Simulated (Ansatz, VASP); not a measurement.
B and the functional, program beside program

The structure is cubic, space group Pm-3m (No. 221). The conventional cell has a = 1.885 Å, b = 1.885 Å, c = 1.885 Å, α = 90.00°, β = 90.00°, γ = 90.00°. B (site symmetry m-3m) is surrounded by 6 B at 1.89 Å.

This isn't the form of B at room conditions, which is rhombohedral.

Kept alike: task band structure; k mesh 14 × 14 × 14; occupations fermi-dirac, width 0.05 eV; no spin polarisation. The mesh is that of the run's cell of 1 atom. No spin-orbit coupling.

- A: Ansatz, Ansatz PAW, made for PBE, cutoff 420 to 500 eV
- B: VASP; PBE PAW files B, 520 eV (BLYP, PBE, PBEsol, RPBE, r2SCAN, revPBE); LDA PAW files B, 520 eV (LDA)

| functional | A: pressure (GPa) | B: pressure (GPa) |
| --- | --- | --- |
| BLYP | 7.99 | 8.16 |
| LDA | -7.39 | -7.08 |
| PBE | ? | 0.39 |
| PBEsol | -2.56 | -2.25 |
| RPBE | 4.02 | 3.93 |
| r2SCAN | 0.50 | 0.51 |
| revPBE | 3.29 | 3.23 |

Pressure is positive in compression; plane-wave values hold the error of the finite cutoff, which Ansatz corrects. Values on potentials made for another functional: A at BLYP, LDA, PBEsol, RPBE, r2SCAN, revPBE; B at BLYP, PBEsol, RPBE, r2SCAN, revPBE. For a metal such a mesh leaves the last digits unconverged.

Problem. Estimate the value left open.

Solution. In the median of the other rows A lies -0.09 GPa from the other column, which points to 0.30; the run gave 0.33 GPa, +0.03 from it.
